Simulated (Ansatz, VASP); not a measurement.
**Cu in VASP and in Ansatz**

```
Cu
1.0
     1.55013    0.89497    2.87453
    -1.55013    0.89497    2.87453
     0.00000   -1.78994    2.87453
Cu
2
Direct
  0.22754 0.22754 0.22754
  0.77246 0.77246 0.77246
```

Alike in both runs: task relaxation of cell and atoms; functional PBE; k mesh 6 × 6 × 6; occupations gaussian, width 0.1 eV; no spin polarisation.

|  | VASP | Ansatz |
| --- | --- | --- |
| version | VASP 6.6.1 | Ansatz 0.2.0 |
| potentials or method | VASP PAW PBE potentials, release 64 (Cu) | scalar-relativistic, plane waves, PAW |
| plane-wave cutoff (eV) | 600 | 420 |
| valence electrons in the cell | 22 | 38 |

|  | VASP | Ansatz | Ansatz less VASP |
| --- | --- | --- | --- |
| gap on the k mesh at the Fermi level, each at its own relaxed structure (eV) | none | none | - |
| relaxed volume (Å³/atom) | 12.02 | 11.98 | -0.033 |
| relaxed cell length with the largest relative difference (Å) | 4.382 | 4.386 | +0.0037 |
| energy change over the relaxation (meV/atom) | -986 | -992 | -6.2 |

A gap of «none» marks a metal or a gap that the smearing closes. The two sets of potentials don't hold the same shells in valence.

Caveats: the k mesh is coarse (spacing up to 0.41 Å⁻¹), so the values aren't converged.
